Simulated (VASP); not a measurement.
Set up this calculation in VASP 6.6.1, as the native input.

```yaml
Task: relaxation of the atoms
Functional: r2SCAN
Potentials_or_basis: VASP PAW PBE potentials, release 64 (Si, C)
Cutoff: 600 eV
k_mesh: 10 × 10 × 10
Occupations: gaussian, width 0.03 eV
Spin: no spin polarisation
Further_INCAR_settings: ALGO = Normal; EDIFF = 1e-07; IBRION = 2; EDIFFG = -0.01; NSW = 40
```

The structure of SiC (Moissanite 3C) lies in POSCAR:

```
SiC                                     
1.0
    0.0000000000      2.2056921085      2.2056921085
    2.2056921085      0.0000000000      2.2056921085
    2.2056921085      2.2056921085      0.0000000000
  Si              C             
     1     1
Direct
     0.0000000000000000    0.0000000000000000    0.0000000000000000
     0.2500000000000000    0.2500000000000000    0.2500000000000000
```

The cell isn't the ideal one: a relaxed cell with its volume scaled by 1.04.

One way to write it, as run:

INCAR

```
  ALGO = Normal
  EDIFF = 1E-7
  EDIFFG = -0.01
  ENCUT = 600
  IBRION = 2
  ISIF = 2
  ISMEAR = 0
  LASPH = True
  LCHARG = False
  LMIXTAU = True
  LREAL = False
  LWAVE = False
  METAGGA = R2SCAN
  NELM = 80
  NSW = 40
  PREC = Accurate
  SIGMA = 0.03
```

KPOINTS

```
k-points
0
Gamma
  10 10 10
```

Potentials or basis: VASP PAW PBE potentials, release 64 (Si, C).

The run is started by

```bash
$ cat potpaw_PBE.64/Si/POTCAR potpaw_PBE.64/C/POTCAR > POTCAR
$ mpirun -np 1 vasp_std > vasp.out
```

It gave:

| Item | Value |
| --- | --- |
| Pressure after relaxing | -8.3 GPa |
| Band gap on the k mesh | 1.75 eV, indirect (least direct gap 5.01 eV) |

Caveat: the relaxation stopped at its first step, so nothing moved; the PAW data sets were made with another functional, which shifts forces and pressure a little.

Run time: 75 s on 1 thread of Intel(R) Xeon(R) Platinum 8259CL CPU @ 2.50GHz (Skylake/Cascade Lake) (shared host), peak memory 0.16 GiB.
